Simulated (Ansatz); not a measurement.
**NaCl (Fm-3m): G0W0 and the choice of datasets**

```
Na Cl
1.0
     0.00000    2.48160    2.48160
     2.48160    0.00000    2.48160
     2.48160    2.48160    0.00000
Na Cl
1 1
Direct
  0.00000 0.00000 0.00000
  0.50000 0.50000 0.50000
```

Held fixed (Ansatz):

```json
{"orbitals": "PBE", "k mesh": "4×4×4", "empty bands": "197", "response cutoff": "200 eV", "frequencies": "contour deformation", "q → 0 term": "analytic weight of Carrier, Rohra and Görling", "band sums": "cut at the band count"}
```

The gap is read direct at Γ, linearised, between the Kohn-Sham band edges among the points solved. The direct gap is read between the top filled and lowest empty Kohn-Sham band at Γ. ε∞ is the electronic dielectric constant on this mesh.

| datasets, wave cutoff | KS gap (eV) | G0W0 gap (eV) | direct at Γ (eV) | ε∞ |
| --- | --- | --- | --- | --- |
| all-electron, 3630 eV | 7.08 | 9.90 | 9.90 | 2.8 |
| hard PAW, 700 eV | 7.08 | 9.88 | 9.88 | 2.8 |
| hand-made PAW, accurate, 900 eV | 7.08 | 9.88 | 9.88 | 2.8 |
| hand-made PAW, 700 eV | 7.08 | 9.88 | 9.88 | 2.8 |
| JTH PAW, 700 eV | 7.06 | ? | ? | ? |
| soft PAW (1st gen.), 420 eV | 7.08 | 9.90 | 9.90 | 2.8 |
| norm-conserving, 1197 eV | 7.08 | 10.03 | 10.03 | 2.8 |
| all-electron, no relativity, 3600 eV | 7.19 | 10.02 | 10.02 | 2.8 |

**Question.** Fill in the row for JTH PAW, 700 eV.

**Answer.** G0W0 gap 9.99 eV, direct at Γ 9.99 eV, ε∞ 2.8.

The cell is a model at fixed atoms and needn't be the relaxed known crystal. Soft PAW datasets can miss an all-electron G0W0 gap by more than 5 %. With norm-conserving pseudopotentials the core–valence exchange is only approximate, which can shift gaps by tenths of an eV and RPA lattice constants by most of a per cent. The mesh is coarse, so these are values at the stated settings, not converged ones. Band sums or response are cut, so the gap isn't at its basis limit. The gap is read on the mesh, and the crystal's band edges can lie off it.
